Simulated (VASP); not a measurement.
Crystal: SnS2 (Berndtite-2T).

```
Sn S
1.0
     3.63900    0.00000    0.00000
    -1.81950    3.15147    0.00000
     0.00000    0.00000    5.86800
Sn S
1 2
Direct
  0.00000 0.00000 0.00000
  0.33333 0.66667 0.25000
  0.66667 0.33333 0.75000
```

- Program: VASP 6.6.1
- Task: relaxation of cell and atoms
- Functional: PBE
- Dispersion: D3(BJ)
- Potentials or basis: VASP PAW PBE potentials, release 64 (Sn_d, S)
- Cutoff: 600 eV
- k mesh: 9 × 9 × 5
- Occupations: gaussian, width 0.03 eV
- Spin: no spin polarisation

At the start: pressure 1.7 GPa; volume 22.43 Å³/atom.

**Question.** Where does the relaxation end?

**Answer.** Over 14 steps the energy falls by 3.1 meV/atom and the volume is 22.57 Å³/atom (+0.6 %); space group P-3m1 (No. 164, to 0.05 Å).

The path:
| step | energy change (eV) | largest force (eV/Å) | pressure (GPa) | volume (Å³) |
| --- | --- | --- | --- | --- |
| 1 | 0.0000 | 0.2533 | 1.72 | 67.30 |
| 2 | -0.0012 | 0.1919 | -1.55 | 69.66 |
| 3 | -0.0080 | 0.0160 | -0.06 | 68.51 |
| 4 | -0.0080 | 0.0202 | 0.00 | 68.48 |
| 5 | -0.0082 | 0.0292 | 0.00 | 68.45 |
| 6 | -0.0085 | 0.0517 | -0.04 | 68.37 |
| 7 | -0.0087 | 0.0381 | -0.07 | 68.31 |
| 8 | -0.0091 | 0.0001 | -0.17 | 68.12 |
| 9 | -0.0092 | 0.0182 | -0.23 | 68.02 |
| 10 | -0.0093 | 0.0098 | -0.08 | 67.86 |
| 11 | -0.0093 | 0.0081 | -0.09 | 67.82 |
| 12 | -0.0094 | 0.0046 | -0.03 | 67.75 |
| 13 | -0.0094 | 0.0027 | 0.08 | 67.62 |
| 14 | -0.0094 | 0.0018 | -0.01 | 67.70 |

Final structure:
```yaml
crystal:
  lattice:
    - [3.66721, 0.00000, 0.00000]
    - [-1.83361, 3.17590, 0.00000]
    - [0.00000, 0.00000, 5.81303]
  atoms:
    - { symbol: Sn, position: [0.00000, 0.00000, 0.00000] }
    - { symbol: S, position: [0.33333, 0.66667, 0.25437] }
    - { symbol: S, position: [0.66667, 0.33333, 0.74563] }
```
